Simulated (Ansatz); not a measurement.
Input and command of a calculation in Ansatz (plane waves; scalar-relativistic PAW potentials unless the input names others):

```yaml
crystal:
  lattice:
    - [-1.7059409814, 1.7059409814, 2.0877710609]
    - [1.7059409814, -1.7059409814, 2.0877710609]
    - [1.7059409814, 1.7059409814, -2.0877710609]
  atoms:
    - { symbol: Hf, position: [0.0, 0.0, 0.0] }
    - { symbol: H, position: [0.75, 0.25, 0.5] }
    - { symbol: H, position: [0.25, 0.75, 0.5] }
basis:
  ecutwfc: "400 K"
kpoints:
  mp_grid: { grid: [16, 16, 16] }
hamiltonian:
  xc: r2scan
scf:
  occupations: { method: gaussian, width: 0.1 }
  max_iter: 100
output:
  forces: true
  eigenvalues: true
  stress: true
```

```bash
ansatz run input.yaml --threads 1 --pin off --max-ram 2560MiB --backend cpu --events-out ev --progress --plain --runs-dir out
```

Question: Will this input run?

Answer: The program refuses it, because of a cutoff in the wrong unit (basis.ecutwfc: 500 → "400 K"). With the sound run's settings it is accepted.

Abridged log:
```
Error: inconsistent input (basis.ecutwfc, kpoints): the smallest per-k basis holds n_pw = 0 plane waves (k-point 1, counted from 0 among those solved) but the deck needs at least 15 band(s) per channel, and no run solves more bands than the smallest per-k basis has plane waves; raise basis.ecutwfc until the smallest per-k basis, which caps the automatic band count, holds at least 15 plane waves
```